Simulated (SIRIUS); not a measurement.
# PbS (Galena) under changes of volume

One of the cells (26.607 Å³/atom); the others are scaled copies at fixed shape and fractional positions:

```
CELL_PARAMETERS angstrom
0.00000 2.98539 2.98539
2.98539 0.00000 2.98539
2.98539 2.98539 0.00000
ATOMIC_POSITIONS crystal
Pb 0.00000 0.00000 0.00000
S 0.50000 0.50000 0.50000
```

```yaml
Program: SIRIUS 7.12.0
Functional: PBEsol
Potentials_or_basis: all-electron FP-LAPW
Cutoff: 158 eV
Basis: apw+lo standard
k_mesh: 8 × 8 × 8
Occupations: fermi-dirac, width 0.05 eV
Spin: no spin polarisation
```

```tsv
volume (Å³/atom)	energy over the lowest point (meV/atom)	gap on the mesh (eV)
24.521	10.79	0.00
25.042	3.35	0.09
25.564	0.00	0.17
26.607	5.53	0.32
27.129	13.25	0.39
27.651	?	?
```

Problem. What does the run at 27.651 Å³/atom give?

Solution. Energy over the lowest point 23.96 meV/atom; gap on the mesh 0.45 eV.

Worked out: A Birch-Murnaghan fit of order 3 (a polynomial in V^(-2/3)) to the other rows has its minimum at 25.71 Å³/atom with B0 = V·E''(V) = 59 GPa and B' = 3.9. It gives 24.06 meV/atom at 27.651 Å³/atom, against the run's 23.96.

Energies are extrapolated to zero smearing.

Caveats: spin-orbit coupling is left out, which as a rule narrows the gap of such compounds by several tenths of an eV.

A mesh can miss the band edges.
